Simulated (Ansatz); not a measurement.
# CuI (Marshite): the cost of one run

Computed with Ansatz 0.2.0 (DFT PBEsol, scalar-relativistic, plane waves, PAW, unless a step's input says otherwise).

The COD entry's cell or inner coordinates are ideal or old and differ from later refinements, so a difference from it is no clean test against experiment.

2 further runs of the same task are left out: 2 set aside as unsound or not needed.

## Step 1: The system as given

The structure is cubic, space group F-43m (No. 216). The conventional cell has a = 5.939 Å, b = 5.939 Å, c = 5.939 Å, α = 90.00°, β = 90.00°, γ = 90.00°. Cu (site symmetry -43m) is surrounded by 4 I at 2.57 Å. I (site symmetry -43m) is surrounded by 4 Cu at 2.57 Å.

As a file:

```cif
data_structure
_symmetry_space_group_name_H-M 'F-43m'
_symmetry_Int_Tables_number 216
_cell_length_a 5.9392
_cell_length_b 5.9392
_cell_length_c 5.9392
_cell_angle_alpha 90.000
_cell_angle_beta 90.000
_cell_angle_gamma 90.000
_cell_volume 209.50
loop_
_atom_site_label
_atom_site_type_symbol
_atom_site_symmetry_multiplicity
_atom_site_Wyckoff_symbol
_atom_site_fract_x
_atom_site_fract_y
_atom_site_fract_z
_atom_site_occupancy
Cu1 Cu 4 d 0.25000 0.25000 0.75000 1
I1 I 4 a 0.00000 0.00000 0.00000 1
```

This cell was relaxed beforehand with the same method: volume 26.19 Å³/atom, gap on the mesh 1.17 eV.

## Step 2: Zone-centre modes

Contents of input.yaml:

```yaml
crystal:
  lattice:
    - [0.0, 2.9695838414, 2.9695838414]
    - [2.9695838414, 0.0, 2.9695838414]
    - [2.9695838414, 2.9695838414, 0.0]
  atoms:
    - { symbol: Cu, position: [0.25, 0.25, 0.25] }
    - { symbol: I, position: [0.0, 0.0, 0.0] }
basis:
  ecutwfc: 420
kpoints:
  mp_grid: { grid: [8, 8, 8] }
hamiltonian:
  xc: pbesol
scf:
  occupations: { method: fixed }
output:
  eigenvalues: true
phonons:
  method: dfpt
  dielectric: true
  rigid_motions: translations
  raman: true
  eigenvectors: true
```

Command:

```sh
$ ansatz run input.yaml --threads 1 --pin off --max-ram 2560MiB --backend cpu --events-out ev --progress --plain --runs-dir out
```

What time and memory should one allow on 1 thread of Arm Neoverse V2, shared host?

About 5.8 min, with a peak of 0.87 GiB.
